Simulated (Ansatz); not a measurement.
Input and command of a plane-wave DFT calculation in Ansatz:

```yaml
crystal:
  lattice:
    - [-1.538900875, 1.538900875, 7.14310203]
    - [1.538900875, -1.538900875, 7.14310203]
    - [1.538900875, 1.538900875, -7.14310203]
  atoms:
    - { symbol: Al, position: [0.0, 0.0, 0.0] }
    - { symbol: Al, position: [0.80618462, 0.80618462, 0.0] }
    - { symbol: Al, position: [0.19381538, 0.19381538, 0.0] }
    - { symbol: Ru, position: [0.60586857, 0.60586857, 0.0] }
    - { symbol: Ru, position: [0.39413143, 0.39413143, 0.0] }
basis:
  ecutwfc: 500
kpoints:
  mp_grid: { grid: [16, 16, 16] }
hamiltonian:
  xc: r2scan
scf:
  occupations: { method: gaussian, width: 0.1 }
output:
  forces: true
  stress: true
  eigenvalues: true
relax:
  adjacent_minimum: "off"
  f_tol: 0.01
  max_steps: 60
  cell: { stress_tol: 0.05 }
```

```bash
ansatz run input.yaml --threads 1 --pin off --max-ram 2560MiB --backend cpu --events-out ev --progress --plain --runs-dir out
```

Processor: AMD EPYC (Zen 3), 1 thread, on a host shared with other jobs.

Question: How long does it run, and how much memory does it take?

Answer: About 9.3 min on 1 thread of AMD EPYC (Zen 3), on a shared host, peak memory 0.98 GiB. It solves 26 bands at 349 k points (the mesh reduced by symmetry) with about 1735 plane waves (on the last cell), in 20 SCF iterations over 4 ionic steps.
